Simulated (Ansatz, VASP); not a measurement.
# One calculation of ZnO (lda), two programs

```
Zn O
1.0
     3.24940    0.00000    0.00000
    -1.62470    2.81406    0.00000
     0.00000    0.00000    5.20380
Zn O
2 2
Direct
  0.33333 0.66667 0.00000
  0.66667 0.33333 0.50000
  0.33333 0.66667 0.38300
  0.66667 0.33333 0.88300
```

Alike in both runs: task relaxation of cell and atoms; functional LDA; k mesh 9 × 9 × 6; occupations gaussian, width 0.02 eV; no spin polarisation.

|  | VASP | Ansatz |
| --- | --- | --- |
| version | VASP 6.6.1 | Ansatz 0.2.0 |
| potentials or method | VASP PAW LDA potentials, release 64 (Zn, O) | scalar-relativistic, plane waves, PAW |
| plane-wave cutoff (eV) | 600 | 420 |
| valence electrons in the cell | 36 | 36 |

VASP gave:

- gap on the k mesh at the Fermi level, each at its own relaxed structure (eV): 0.80
- relaxed volume (Å³/atom): 11.40
- relaxed cell length with the largest relative difference (Å): 5.163
- energy change over the relaxation (meV/atom): -10

**Question.** What did Ansatz give for the same quantities?

**Answer.** gap on the k mesh at the Fermi level, each at its own relaxed structure (eV): 0.79; relaxed volume (Å³/atom): 11.33; relaxed cell length with the largest relative difference (Å): 5.153; energy change over the relaxation (meV/atom): -13.

Ansatz warned: «pseudo_functional_mismatch».

Expect the measured gap to be larger: semilocal functionals such as LDA lack the derivative discontinuity. LDA usually gives volumes a few per cent too small. Zero-point motion and thermal expansion aren't in these numbers.
